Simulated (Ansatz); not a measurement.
The system is MoS2.

```xyz
3
Lattice="1.5800 0.9122 6.1500 -1.5800 0.9122 6.1500 0.0000 -1.8244 6.1500" Properties=species:S:1:pos:R:3 pbc="T T T"
Mo    0.0000    0.0000    0.0000
S     0.0000    0.0000    7.6936
S     0.0000    0.0000    4.6125
```

Measurements of this composition are mostly on another form, of space group No. 194.

Base run:

```yaml
Program: Ansatz 0.2.0
Functional: revPBE
Potentials_or_basis: Ansatz PAW
Cutoff: "420 eV (not typed: the program's choice for these potentials)"
k_mesh: 6 × 6 × 6
Occupations: fermi-dirac, width 0.05 eV
Spin: no spin polarisation
```

Its results: band gap on the k mesh 0.93 eV, indirect (least direct gap 1.71 eV); pressure 7.3 GPa; largest force 0.577 eV/Å.

Problem. After a change of settings the same cell gave: band gap on the k mesh 1.38 eV, indirect (least direct gap 2.17 eV); pressure 0.6 GPa; largest force 0.094 eV/Å. Which change was it?
A. functional from revPBE to HSE06
B. functional from revPBE to RPBE
C. functional from revPBE to r2SCAN0; cutoff from 420 eV (not typed: the program's choice for these potentials) to 500 eV (not typed: the program's choice for these potentials)
D. functional from revPBE to LDA

Solution. A.

HSE06 gives the wider gap, since exact exchange removes part of the self-interaction.

Caveats: the PAW data sets come from PBE, with cores solved anew for the run's functional, which leaves a small shift of forces and pressure; the thresholds are loose for stress (some runs).
